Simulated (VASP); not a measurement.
MgO (Periclase), 2 atoms in the cell. It takes space group Fm-3m (No. 225, cubic). The conventional cell has a = 4.217 Å, b = 4.217 Å, c = 4.217 Å, α = 90.00°, β = 90.00°, γ = 90.00°. Mg (site symmetry m-3m) is surrounded by 6 O at 2.11 Å. Around O (site symmetry m-3m) lie 6 Mg at 2.11 Å. 

```yaml
Program: VASP 6.6.1
Task: relaxation of cell and atoms
Functional: r2SCAN
Potentials_or_basis: VASP PAW PBE potentials, release 64 (Mg, O)
Cutoff: 600 eV
k_mesh: 12 × 12 × 12
Occupations: gaussian, width 0.03 eV
Spin: no spin polarisation
Target_pressure: 23.2 GPa
Further_INCAR_settings: ALGO = Normal; EDIFF = 1e-06; IBRION = 2; EDIFFG = -0.01; NSW = 90; ISIF = 3
Target_pressure: 23.2 GPa
```

Potentials or basis: VASP PAW PBE potentials, release 64 (Mg, O).

The run is started by

```bash
$ cat potpaw_PBE.64/Mg/POTCAR potpaw_PBE.64/O/POTCAR > POTCAR
$ mpirun -np 1 vasp_std > vasp.out
```

Hardware: 1 thread of Intel(R) Xeon(R) 6975P-C (Granite Rapids), with other jobs on the host.

Task: Estimate the wall time of this run.

Result: Run time: 65 s on 1 thread of Intel(R) Xeon(R) 6975P-C (Granite Rapids), with other jobs on the host, peak memory 0.16 GiB. Counts: scf iterations 57, k points 72, ion steps 5.
